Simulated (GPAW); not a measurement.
The system is CuO.

```
Cu O
1.0
     2.55255    0.00000    0.00000
     0.00000    2.55255    0.00000
     0.00000    0.00000    2.55255
Cu O
1 1
Direct
  0.00000 0.00000 0.00000
  0.50000 0.50000 0.50000
```

Measurements of this composition are mostly on another form, of space group No. 15.

Program: GPAW 26.7.0. Alike in all runs: task single point; potentials or basis GPAW PAW data sets (gpaw-data 1.2.1), pw; cell as given; k mesh 7 × 7 × 7; cutoff (eV) 800; smearing gaussian 0.05 eV.

Order these runs on this cell by their pressure, lowest first.
A. level r2SCAN+U; spin collinear, ferromagnetic start; U Cu d U = 7 eV; fixed moment (μB) 4.0
B. level PBE+U; spin collinear, random start; U Cu d U = 6 eV
C. level r2SCAN+U; spin collinear, ferromagnetic start; U Cu d U = 4 eV

C (11.6 GPa), B (19.1 GPa), A (121.1 GPa).

Caveats: with this Cu data set, volumes or pressures lay over 1.5 % or 2 GPa off other programs in two to four cells of ten; the PAW data sets were made with another functional, which shifts forces and pressure a little (some runs); a pressure of tens of GPa on the cell as given is suspect, and the run, the potentials or the cell itself is likely at fault (some runs); the total moment is fixed, so each spin has its own Fermi level (some runs); a cell with one magnetic atom can't hold antiferromagnetic order, which such compounds often take (some runs).
